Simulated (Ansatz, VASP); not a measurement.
## One calculation of Si, two programs

```
CELL_PARAMETERS angstrom
2.61918 -0.00261 0.00000
-1.32374 2.26005 0.00000
-0.64772 -1.12872 2.27300
ATOMIC_POSITIONS crystal
Si 0.00000 0.00000 0.00000
```

Alike in both runs: functional PBE; k mesh 14 × 14 × 14; occupations fermi-dirac, width 0.15 eV; no spin polarisation.

Ansatz relaxed the structure, and its values are those at the end. VASP's run is a single point on that final structure, the one shown.

|  | VASP | Ansatz |
| --- | --- | --- |
| version | VASP 6.6.1 | Ansatz 0.2.0 |
| potentials or method | VASP PAW PBE potentials, release 64 (Si) | plane waves, PAW |
| plane-wave cutoff (eV) | 520 | 420 |
| valence electrons in the cell | 4 | 4 |

```tsv
	VASP	Ansatz	Ansatz less VASP
pressure (GPa)	7.9	8.0	+0.06
```

With one functional, cell and mesh, what is left measures potentials, basis and numerics.
